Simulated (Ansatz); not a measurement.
# MgS (F-43m) in Ansatz: single point with B3LYP+D4

Aim: the single point of MgS with B3LYP+D4.

Everything below comes from runs of Ansatz 0.2.0. Logs are shortened: lines on timing, memory, paths and dates and some standing lists are left out, and cuts for length are marked.

## Step 1: Starting point

Symmetry: F-43m, No. 216, cubic system. The conventional cell has a = 5.666 Å, b = 5.666 Å, c = 5.666 Å, α = 90.00°, β = 90.00°, γ = 90.00°. S (site symmetry -43m) has 4 Mg at 2.45 Å as nearest neighbours. Around Mg (site symmetry -43m) lie 4 S at 2.45 Å.

The cell comes from a database or a generator and needn't be the stable form of this composition.

## Step 2: Single point, B3LYP+D4

File run.py:

```python
import json

import ase.io
import numpy as np
from ase.calculators.calculator import CalculationFailed, Calculator
from ase.stress import full_3x3_to_voigt_6_stress
from ase.units import GPa

import ansatz as az

class AnsatzCalculator(Calculator):
    implemented_properties = ["energy", "free_energy", "forces", "stress", "magmom"]

    def calculate(self, atoms, properties, system_changes):
        super().calculate(atoms, properties, system_changes)
        structure = atoms.copy()
        structure.set_constraint()
        structure.set_momenta(None)
        structure.set_masses(None)
        outcome = (
            az.Crystal.from_ase(structure)
            .calculation()
            .basis(xc_grid=2)
            .kpoints(5, 5, 5)
            .functional("b3lyp", dispersion="d4")
            .pseudopotentials(kind="nc", source="spms")
            .scf(tolerance=2e-10)
            .occupations(method="fermi_dirac", width=0.01)
            .forces()
            .stress()
            .run(threads=2)
        )
        if not outcome.report["converged"]:
            raise CalculationFailed("SCF not converged")
        report = outcome.report
        self.results = {
            "free_energy": report["lagrangian_ev"],
            "energy": report["lagrangian_ev"],
            "forces": np.array(report["forces_ev_ang"]),
            "stress": -GPa * full_3x3_to_voigt_6_stress(report["stress_gpa"]),
            "magmom": report["magnetization_mub"],
        }

np.set_printoptions(precision=5, suppress=True, linewidth=110)
atoms = ase.io.read("MgS.cif")
atoms.info.pop("occupancy", None)
atoms.calc = AnsatzCalculator()
print(f"free energy {atoms.get_potential_energy():.6f} eV")
print("forces (eV/A)", atoms.get_forces(), sep="\n")
print("stress (GPa, Voigt, tension positive)", atoms.get_stress() / GPa, sep="\n")
print(f"moment {atoms.get_magnetic_moment():.4f} muB")
```

File MgS.cif:

```cif
data_MgS
_cell_length_a 4.00663679
_cell_length_b 4.00663679
_cell_length_c 4.00663679
_cell_angle_alpha 60.00000000
_cell_angle_beta 60.00000000
_cell_angle_gamma 60.00000000
_space_group_name_H-M_alt 'P1'
_space_group_name_Hall 'P 1'
_space_group_IT_number 1
loop_
_space_group_symop_operation_xyz
'x,y,z'
loop_
_atom_site_label
_atom_site_type_symbol
_atom_site_symmetry_multiplicity
_atom_site_Wyckoff_symbol
_atom_site_fract_x
_atom_site_fract_y
_atom_site_fract_z
_atom_site_occupancy
S1 S 1 a 0.2500000000 0.2500000000 0.2500000000 1
Mg1 Mg 1 a 0.0000000000 0.0000000000 0.0000000000 1
```

Potentials or basis: SPMS NC.

Command:

```console
$ python run.py
```

The log of the run:

```text
DeckWarning: basis.ecutwfc = 761.918814887664 eV, auto-derived from the records' recommended cutoffs: set by Mg (normal level)
DeckWarning: output.stress: scf.exx.energy_threshold = 1e-6 eV is looser than the 2e-8 eV advised for a stress under a hybrid functional (1e-8 eV for each atom of the cell: 2). Every SCF of the exchange loop can meet its threshold on dr2 while the loop round them stops early: no threshold on dr2 bounds what that leaves in the stress. Set scf.exx.energy_threshold to 2e-8 eV or tighter. The threshold is the loop's pass mark: a loop [...]
PlacementWarning: RAYON_NUM_THREADS=2 ignored (pool sized by the plan → 2); use plan(threads=…)
free energy -1823.974055 eV
forces (eV/A)
[[-0.  0.  0.]
 [ 0.  0.  0.]]
stress (GPa, Voigt, tension positive)
[ 1.56573  1.56573  1.56573 -0.      -0.       0.     ]
moment 0.0000 muB
```

engine_input.yaml:

```text
crystal:
  lattice:
    - [4.00663679, 0.0, 0.0]
    - [2.0033183950000004, 3.469849243877337, 0.0]
    - [2.0033183950000004, 1.1566164146257791, 3.271405240054239]
  atoms:
    - { symbol: S, position: [0.25000000000000006, 0.25000000000000006, 0.25] }
    - { symbol: Mg, position: [0.0, 0.0, 0.0] }
basis:
  xc_grid: 2
kpoints:
  mp_grid:
    grid: [5, 5, 5]
hamiltonian:
  xc: b3lyp
  dispersion: d4
  pseudopotentials:
    kind: nc
    source: spms
scf:
  convergence:
    dr2_threshold: 2.0e-10
  occupations:
    method: fermi_dirac
    width: 0.01
output:
  forces: true
  stress: true
```

Wall time 14 s (2 threads of AMD EPYC 9B14 (Zen 4), shared host); peak memory 0.95 GiB.

Results:

```yaml
Free_energy: -1823.9741 eV
Pressure: -1.6 GPa
Band_gap_on_the_k_mesh: 5.00 eV, direct
```

Caveat: the potentials were made for another functional, which shifts forces and pressure; odd divisions of the mesh miss points on the zone boundary, where band edges often lie, so the gap on the mesh can be too wide; the thresholds are loose for stress.
